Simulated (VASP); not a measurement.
# Sn (Fd-3m) in VASP: further runs

One crystal, Sn, is run at these levels: PBE, PBEsol, LDA; tasks: relaxation of cell and atoms.

Everything below comes from runs of VASP 6.6.1. Logs are shortened: lines on timing, memory, paths and dates and some standing lists are left out, and cuts for length are marked.

## 1. The crystal as given

It takes space group Fd-3m (No. 227, cubic). The conventional cell has a = 6.652 Å, b = 6.652 Å, c = 6.652 Å, α = 90.00°, β = 90.00°, γ = 90.00°. Sn (site symmetry -43m) has 4 Sn at 2.88 Å as nearest neighbours.

This isn't the form of Sn at room conditions, which is tetragonal (white tin).

## 2. Relaxation of cell and atoms, PBE

INCAR reads:

```
SYSTEM = Sn
  ALGO = Normal
  EDIFF = 1E-7
  EDIFFG = -0.005
  ENCUT = 600
  GGA = PE
  IBRION = 2
  ISIF = 3
  ISMEAR = 0
  LASPH = .TRUE.
  LCHARG = .FALSE.
  LREAL = .FALSE.
  LWAVE = .FALSE.
  NELM = 80
  NSW = 90
  PREC = Accurate
  SIGMA = 0.03
```

KPOINTS reads:

```
k-points
0
G
  10 10 10
  0 0 0
```

POSCAR reads:

```
Sn                                      
1.0
    0.0000000000      3.3261629196      3.3261629196
    3.3261629196     -0.0000000000      3.3261629196
    3.3261629196      3.3261629196      0.0000000000
  Sn            
     2
Direct
     0.0000000000000000    0.0000000000000000    0.0000000000000000
     0.2500000000000000    0.2500000000000000    0.2500000000000000
```

Potentials or basis: VASP PAW PBE potentials, release 64 (Sn_d).

The run is started by

```bash
> cat potpaw_PBE.64/Sn_d/POTCAR > POTCAR
> mpirun -np 1 vasp_std > vasp.out
```

OUTCAR:

```text
SYSTEM = Sn
   EDIFF = 1E-7
   EDIFFG = -0.005
   ENCUT = 600
   GGA = PE
   IBRION = 2
   ISIF = 3
   ISMEAR = 0
   LASPH = .TRUE.
   LREAL = .FALSE.
   NELM = 80
   NSW = 90
   PREC = Accurate

 ion  position               nearest neighbor table
   1  0.000  0.000  0.000-   2 2.88   2 2.88   2 2.88   2 2.88
   2  0.250  0.250  0.250-   1 2.88   1 2.88   1 2.88   1 2.88

  LATTYP: Found a face centered cubic cell.
 ALAT       =     6.6523258392

  Lattice vectors:

 A1 = (   0.0000000000,   3.3261629196,   3.3261629196)
 A2 = (   3.3261629196,   0.0000000000,   3.3261629196)
 A3 = (   3.3261629196,   3.3261629196,   0.0000000000)

Analysis of symmetry for initial positions (statically):
=====================================================================
 Subroutine PRICEL returns:
 Original cell was already a primitive cell.

 Routine SETGRP: Setting up the symmetry group for a
 face centered cubic supercell.

 Subroutine GETGRP returns: Found 48 space group operations
 (whereof 24 operations were pure point group operations)
 out of a pool of 48 trial point group operations.

The static configuration has the point symmetry T_d .
 The point group associated with its full space group is O_h .

Analysis of symmetry for dynamics (positions and initial velocities):
=====================================================================
 Subroutine PRICEL returns:
 Original cell was already a primitive cell.

 Routine SETGRP: Setting up the symmetry group for a
 face centered cubic supercell.

 Subroutine GETGRP returns: Found 48 space group operations
 (whereof 24 operations were pure point group operations)
 out of a pool of 48 trial point group operations.

The dynamic configuration has the point symmetry T_d .
 The point group associated with its full space group is O_h .

 Subroutine INISYM returns: Found 48 space group operations
 (whereof 24 operations are pure point group operations),
 and found     1 'primitive' translations

----------------------------------------------------------------------------------------

                                     Primitive cell

  volume of cell :      73.5971

  direct lattice vectors                    reciprocal lattice vectors
     0.000000000  3.326162920  3.326162920    -0.150323364  0.150323364  0.150323364
     3.326162920  0.000000000  3.326162920     0.150323364 -0.150323364  0.150323364
     3.326162920  3.326162920  0.000000000     0.150323364  0.150323364 -0.150323364

  length of vectors
     4.703904712  4.703904712  4.703904712     0.260367704  0.260367704  0.260367704

  position of ions in fractional coordinates (direct lattice)
     0.000000000  0.000000000  0.000000000
     0.250000000  0.250000000  0.250000000

  ion indices of the primitive-cell ions
   primitive index   ion index
                 1           1
                 2           2

----------------------------------------------------------------------------------------

 KPOINTS: k-points

Automatic generation of k-mesh.
 Grid dimensions read from file:
 generate k-points for:   10   10   10

 Generating k-lattice:

  Cartesian coordinates                     Fractional coordinates (reciprocal lattice)
    -0.015032336  0.015032336  0.015032336     0.100000000  0.000000000  0.000000000
     0.015032336 -0.015032336  0.015032336     0.000000000  0.100000000  0.000000000
[... 55 lines left out ...]
   LASPH  =      T    aspherical Exc in radial PAW
   ENCUT  =  600.0 eV  44.10 Ry    6.64 a.u.   9.39  9.39  9.39*2*pi/ulx,y,z
   NELM   =     80;   NELMIN=  2; NELMDL= -5     # of ELM steps
   EDIFF  = 0.1E-06   stopping-criterion for ELM
   LREAL  =      F    real-space projection
   EDIFFG = -.5E-02   stopping-criterion for IOM
   NSW    =     90    number of steps for IOM
   IBRION =      2    ionic relax: 0-MD 1-quasi-New 2-CG
   NFREE  =      1    steps in history (QN), initial steepest desc. (CG)
   ISIF   =      3    stress and relaxation
   ISYM   =      2    0-nonsym 1-usesym 2-fastsym
   POTIM  = 0.5000    time-step for ionic-motion
   TEBEG  =    0.0;   TEEND  =   0.0 temperature during run
   PSTRESS=    0.0 pullay stress
   NELECT =      28.0000    total number of electrons
   NUPDOWN=      -1.0000    fix difference up-down
   EMIN   =  10.00;   EMAX   =-10.00  energy-range for DOS
   EFERMI =   0.00;   METHOD = LEGACY
   ISMEAR =     0;   SIGMA  =   0.03  broadening in eV -4-tet -1-fermi 0-gaus
   EFERMI_NEDOS =   21; number of points for ismear=-14 and -15
   IALGO  =     38    algorithm
   IMIX   =      4    mixing-type and parameters
     AMIX     =   0.40;   BMIX     =  1.00
     AMIX_MAG =   1.60;   BMIX_MAG =  1.00
  volume/ion in A,a.u.               =      36.80       248.33
  Fermi-wavevector in a.u.,A,eV,Ry     =   1.186244  2.241676 19.145773  1.407175
  Thomas-Fermi vector in A             =   2.322421
   LORBIT       =      0    0 simple, 1 ext, 2 COOP (PROOUT), +10 PAW based schemes
   GGA     = PE    functional components
   LHFCALC =     F    Hartree Fock is set to
   AEXX    =    0.0000 exact exchange contribution
   IVDW    =     0    specifies the selected vdW correction
   LEPSILON=     F    determine dielectric tensor
   LRPA    =     F    only Hartree local field effects (RPA)
 conjugate gradient relaxation of ions
 non-spin polarized calculation
 Gauss-broadening in eV      SIGMA  =   0.03
  energy-cutoff  :      600.00
  volume of cell :       73.60
 maximum number of plane-waves:      2481
 NGX is ok and might be reduce to    40
   NGX = 19   NGY = 19   NGZ = 19

--------------------------------------- Ionic step        1  -------------------------------------------

 number of electron      27.9999997 magnetization

 Free energy of the ion-electron system (eV)
  ---------------------------------------------------
  ext. energy  EPLUGINS =         0.00000000
  ---------------------------------------------------
  free energy    TOTEN  =        -7.69025178 eV

  energy without entropy =       -7.68979941  energy(sigma->0) =       -7.69002560

------------------------ aborting loop because EDIFF is reached ----------------------------------------

  FORCE on cell =-STRESS in cart. coord.  units (eV):
  Direction    XX          YY          ZZ          XY          YZ          ZX
  --------------------------------------------------------------------------------------
  -------------------------------------------------------------------------------------
  Total        0.0184035      0.0184035      0.0184035     -0.0000000      0.0000000     -0.0000000
  in kB        0.4006356      0.4006356      0.4006356     -0.0000000      0.0000000     -0.0000000
  external PRESSURE =       0.4006356 kB  Pullay stress =       0.0000000 kB

 VOLUME and BASIS-vectors are now :
 -----------------------------------------------------------------------------
  energy-cutoff  :      600.00
  volume of cell :       73.60
      direct lattice vectors                 reciprocal lattice vectors
     0.000000000  3.326162920  3.326162920    -0.150323364  0.150323364  0.150323364
     3.326162920  0.000000000  3.326162920     0.150323364 -0.150323364  0.150323364
     3.326162920  3.326162920  0.000000000     0.150323364  0.150323364 -0.150323364

 POSITION                                       TOTAL-FORCE (eV/Angst)
 -----------------------------------------------------------------------------------
      0.00000      0.00000      0.00000         0.000000     -0.000000     -0.000000
      1.66308      1.66308      1.66308        -0.000000      0.000000      0.000000
 -----------------------------------------------------------------------------------
    total drift:                               -0.000000     -0.000000      0.000000

  FREE ENERGIE OF THE ION-ELECTRON SYSTEM (eV)
  ---------------------------------------------------
  free  energy   TOTEN  =        -7.6902517849 eV

  energy  without entropy=       -7.6897994125  energy(sigma->0) =       -7.69002560

--------------------------------------- Ionic step        2  -------------------------------------------

 number of electron      27.9999997 magnetization

 Free energy of the ion-electron system (eV)
  ---------------------------------------------------
  ext. energy  EPLUGINS =         0.00000000
  ---------------------------------------------------
  free energy    TOTEN  =        -7.69026211 eV

  energy without entropy =       -7.68980508  energy(sigma->0) =       -7.69003359

 E-fermi :   4.7931     XC(G=0):  -8.5494

 val. band max:        4.7883699377   @ k =   0.4000   0.0000   0.0000
 cond. band min:       4.9584263831   @ k =   0.0000   0.0000   0.0000
 fundamental gap:      0.1700564454
 Fermi energy:         4.7930595458

 k-point     1 :       0.0000    0.0000    0.0000
  band No.  band energies     occupation
      1     -16.6800      2.00000
      2     -16.6800      2.00000
      3     -16.6800      2.00000
      4     -16.6302      2.00000
      5     -16.6302      2.00000
      6     -16.3780      2.00000
[... 481 lines left out ...]
      5     -16.5303      2.00000
      6     -16.5100      2.00000
[... 10 lines left out ...]
     17      10.0722      0.00000
     18      10.5228      0.00000

 [... further k-points ...]

------------------------ aborting loop because EDIFF is reached ----------------------------------------

  FORCE on cell =-STRESS in cart. coord.  units (eV):
  Direction    XX          YY          ZZ          XY          YZ          ZX
  --------------------------------------------------------------------------------------
  -------------------------------------------------------------------------------------
  Total        0.0006445      0.0006445      0.0006445     -0.0000000     -0.0000000     -0.0000000
  in kB        0.0140124      0.0140124      0.0140124     -0.0000000     -0.0000000     -0.0000000
  external PRESSURE =       0.0140124 kB  Pullay stress =       0.0000000 kB

 VOLUME and BASIS-vectors are now :
 -----------------------------------------------------------------------------
  energy-cutoff  :      600.00
  volume of cell :       73.70
      direct lattice vectors                 reciprocal lattice vectors
    -0.000000000  3.327639456  3.327639456    -0.150256663  0.150256663  0.150256663
     3.327639456  0.000000000  3.327639456     0.150256663 -0.150256663  0.150256663
     3.327639456  3.327639456 -0.000000000     0.150256663  0.150256663 -0.150256663

 POSITION                                       TOTAL-FORCE (eV/Angst)
 -----------------------------------------------------------------------------------
      3.32764      6.65528      3.32764         0.000000      0.000000      0.000000
      1.66382      1.66382      1.66382        -0.000000     -0.000000     -0.000000
 -----------------------------------------------------------------------------------
    total drift:                               -0.000000     -0.000000      0.000000

  FREE ENERGIE OF THE ION-ELECTRON SYSTEM (eV)
  ---------------------------------------------------
  free  energy   TOTEN  =        -7.6902621076 eV

  energy  without entropy=       -7.6898050817  energy(sigma->0) =       -7.69003359

 reached required accuracy - stopping structural energy minimisation
```

Run time: 65 s. Hardware: 1 thread of Intel Xeon 6975P-C (Granite Rapids), shared host; peak memory 0.27 GiB.

Results:

* Free energy: -7.6903 eV
* Relaxed volume: 36.85 Å³/atom
* Relaxed cell: a = 4.706 Å, b = 4.706 Å, c = 4.706 Å, α = 60.00°, β = 60.00°, γ = 60.00°
* Space group after relaxing (to 0.05 Å): Fd-3m (No. 227)
* Energy gained by relaxing: 0.0 meV/atom
* Ionic steps: 2
* Pressure after relaxing: 0.0 GPa
* Band gap on the k mesh: none (metal or under the smearing width)

Final structure:
```
Sn
1.0
     0.00000    3.32764    3.32764
     3.32764    0.00000    3.32764
     3.32764    3.32764    0.00000
Sn
2
Direct
  0.00000 0.00000 0.00000
  0.25000 0.25000 0.25000
```

## 3. Relaxation of cell and atoms, PBEsol

This run uses another cell than the first one, of 33.80 Å³/atom, 0.919 times its volume.

INCAR reads:

```
SYSTEM = Sn
PREC     = Accurate       ! precision mode
ENCUT    = 600            ! plane-wave cutoff, eV
EDIFF    = 1E-6           ! SCF threshold, eV
ISMEAR   = 0              ! smearing method
SIGMA    = 0.03           ! smearing width, eV
LREAL    = .FALSE.        ! projectors in reciprocal space
LASPH    = .TRUE.         ! aspherical terms in the spheres
NELM     = 80             ! most SCF steps
ALGO     = Normal         ! electronic algorithm
ISIF     = 3              ! what is computed and relaxed
LWAVE    = .FALSE.        ! write WAVECAR
LCHARG   = .FALSE.        ! write CHGCAR
GGA      = PS             ! functional
IBRION   = 2              ! ionic algorithm
NSW      = 90             ! ionic steps
EDIFFG   = -0.01          ! ionic threshold
KPAR     = 4
```

KPOINTS reads:

```
regular mesh
0
G
  10 10 10
  0 0 0
```

POSCAR reads:

```
Sn
1.0
    0.0000000000      3.2333428000      3.2333428000
    3.2333428000      0.0000000000      3.2333428000
    3.2333428000      3.2333428000      0.0000000000
Sn
2
Direct
    0.0000000000      0.0000000000      0.0000000000
    0.2500000000      0.2500000000      0.2500000000
```

Potentials or basis: VASP PAW PBE potentials, release 64 (Sn_d).

The run is started by

```bash
> cat potpaw_PBE.64/Sn_d/POTCAR > POTCAR
> mpirun -np 4 vasp_std > vasp.out
```

Wall time 41 s (4 MPI ranks of Intel Xeon Platinum 8375C at 2.90GHz (Ice Lake), shared host); peak memory 0.28 GiB.

The run converged. Its results:

```
Free energy                            : -8.4630 eV
Relaxed volume                         : 34.92 Å³/atom
Relaxed cell                           : a = 4.622 Å, b = 4.622 Å, c = 4.622 Å, α = 60.00°, β = 60.00°, γ = 60.00°
Space group after relaxing (to 0.05 Å) : Fd-3m (No. 227)
Energy gained by relaxing              : 4.9 meV/atom
Ionic steps                            : 3
Pressure after relaxing                : 0.0 GPa
Band gap on the k mesh                 : none (metal or under the smearing width)
```

The path:
| step | energy change (eV) | largest force (eV/Å) | pressure (GPa) | volume (Å³) |
| --- | --- | --- | --- | --- |
| 1 | 0.0000 | 0.0000 | 1.47 | 67.61 |
| 2 | -0.0086 | 0.0000 | -0.46 | 70.69 |
| 3 | -0.0099 | 0.0000 | 0.00 | 69.84 |

Final structure:
```yaml
crystal:
  lattice:
    - [0.00000, 3.26858, 3.26858]
    - [3.26858, 0.00000, 3.26858]
    - [3.26858, 3.26858, 0.00000]
  atoms:
    - { symbol: Sn, position: [0.00000, 0.00000, 0.00000] }
    - { symbol: Sn, position: [0.25000, 0.25000, 0.25000] }
```

Levels at points of the mesh, in eV from the Fermi level:
| k point | band 10 | band 11 | band 12 | band 13 | band 14 | band 15 | band 16 | band 17 | band 18 |
| --- | --- | --- | --- | --- | --- | --- | --- | --- | --- |
| (0.00, 0.00, 0.00) | -21.12 | -10.41 | -0.77 | 0.16 | 0.16 | 0.16 | 2.22 | 2.22 | 2.22 |
| (0.50, 0.00, 0.00) | -21.08 | -8.83 | -6.16 | -1.01 | -1.01 | -0.03 | 3.28 | 3.28 | 5.62 |
| (0.50, 0.50, 0.00) | -21.06 | -7.38 | -7.38 | -2.32 | -2.32 | 0.86 | 0.86 | 7.65 | 7.65 |

Caveat: the PAW data sets were made with another functional, which shifts forces and pressure a little. Zero-point motion and thermal expansion aren't in these numbers.

## 4. Relaxation of cell and atoms, PBEsol

This run uses another cell than the first one, of 34.92 Å³/atom, 0.949 times its volume.

Edit INCAR of step 3 so:

```diff
@@ -3,3 +3,3 @@
 ENCUT    = 600            ! plane-wave cutoff, eV
-EDIFF    = 1E-6           ! SCF threshold, eV
+EDIFF    = 1E-7           ! SCF threshold, eV
 ISMEAR   = 0              ! smearing method
@@ -16,3 +16,3 @@
 NSW      = 90             ! ionic steps
-EDIFFG   = -0.01          ! ionic threshold
+EDIFFG   = -0.005         ! ionic threshold
 KPAR     = 4
```

KPOINTS is that of step 3.

POSCAR reads:

```
Sn                                      
1.0
    0.0000000000      3.2685833779      3.2685833779
    3.2685833779      0.0000000000      3.2685833779
    3.2685833779      3.2685833779     -0.0000000000
  Sn            
     2
Direct
     0.0000000000000000    0.0000000000000000    0.0000000000000000
     0.2500000000000000    0.2500000000000000    0.2500000000000000
```

The run is started by

```bash
> cat potpaw_PBE.64/Sn_d/POTCAR > POTCAR
> mpirun -np 4 vasp_std > vasp.out
```

It took 18 s on 4 MPI ranks of Intel Xeon Platinum 8375C at 2.90GHz (Ice Lake), shared host; peak memory 0.26 GiB.

Results (log left out):

| Quantity | Value |
| --- | --- |
| Free energy | -8.4633 eV |
| Pressure after relaxing | 0.0 GPa |
| Band gap on the k mesh | none (metal or under the smearing width) |

Final structure:
```
Sn
1.0
     0.00000    3.26858    3.26858
     3.26858    0.00000    3.26858
     3.26858    3.26858    0.00000
Sn
2
Direct
  0.00000 0.00000 0.00000
  0.25000 0.25000 0.25000
```

Levels at points of the mesh, in eV from the Fermi level:
```tsv
k point	band 11	band 12	band 13	band 14	band 15	band 16	band 17	band 18
(0.00, 0.00, 0.00)	-10.41	-0.77	0.16	0.16	0.16	2.22	2.22	2.22
(0.50, 0.00, 0.00)	-8.83	-6.16	-1.01	-1.01	-0.03	3.28	3.28	5.62
(0.50, 0.50, 0.00)	-7.38	-7.38	-2.32	-2.32	0.86	0.86	7.65	7.65
```

Caveat: the relaxation stopped at its first step, so nothing moved; the PAW data sets were made with another functional, which shifts forces and pressure a little.

(Continued in part 2 of 2.)
